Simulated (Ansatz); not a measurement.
**KBr: what the electron mass says about interband coupling**

The calculation used Ansatz, DFT PBE, scalar-relativistic, plane waves, PAW.

Plane waves to 420 eV, a k mesh through Γ of 6×6×6 on the computed 2-atom cell and Gaussian smearing (0.02 eV); no spin polarisation.

Relaxed cell: Fm-3m, a = 6.701 Å, b = 6.701 Å, c = 6.701 Å, α = 90.00°, β = 90.00°, γ = 90.00°, 2 atoms in the primitive cell.

The direct gap at Γ is 4.316 eV, and at Γ the conduction band has a mass of 0.3884 mₑ and the lightest hole 0.6260 mₑ, both along x.

Problem. Use two-band k·p theory to get the Kane energy. As an exercise, what mass follows if the true gap is 1.5 times the computed one (semilocal functionals can miss by more, threefold or worse in zinc and cadmium oxides)?

Solution. Coupling to the valence top alone gives mₑ/m* = 1 + E_P/E_g, so E_P = E_g (mₑ/m* − 1) = 4.316 × (2.57 − 1) = 6.8 eV. The light hole is the mirror band, mₑ/mₗₕ = E_P/E_g − 1, and gives 11.2 eV; the spread shows what other bands add. Fits to experiment give about 15 to 31 eV for common tetrahedral semiconductors; the figure from the electron is a net one, lowered by higher conduction bands, and semilocal functionals tend to give less. With E_P fixed and E_g = 6.47 eV the mass becomes 0.488 mₑ: in this model the mass grows with the gap, in proportion where E_P ≫ E_g, which is why functionals that close gaps give light electrons. A correction that opens the gap also strengthens the coupling, so the true mass usually rises less. Remote bands and spin-orbit splitting are left out of the model.